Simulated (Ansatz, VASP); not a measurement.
## One calculation of In, two programs

```
In
1.0
    -1.69510    1.69510    2.39225
     1.69510   -1.69510    2.39225
     1.69510    1.69510   -2.39225
In
1
Direct
  0.00000 0.00000 0.00000
```

Alike in both runs: task relaxation of cell and atoms; functional PBE; dispersion D3(BJ); k mesh 18 × 18 × 18; occupations gaussian, width 0.1 eV; no spin polarisation.

|  | VASP | Ansatz |
| --- | --- | --- |
| version | VASP 6.6.1 | Ansatz 0.2.0 |
| potentials or method | VASP PAW PBE potentials, release 64 (In_d) | scalar-relativistic, plane waves, PAW |
| plane-wave cutoff (eV) | 600 | 420 |
| valence electrons in the cell | 13 | 13 |

```csv
,VASP,Ansatz,Ansatz less VASP
"gap on the k mesh at the Fermi level, each at its own relaxed structure (eV)",none,none,-
relaxed volume (Å³/atom),26.10,26.09,-0.011
relaxed cell length with the largest relative difference (Å),3.329,3.329,-0.0001
energy change over the relaxation (meV/atom),-9,-9,-0.2
```

A gap of «none» marks a metal or a gap that the smearing closes.

Caveats: pairwise dispersion overbinds metals, which lowers pressure and volume.
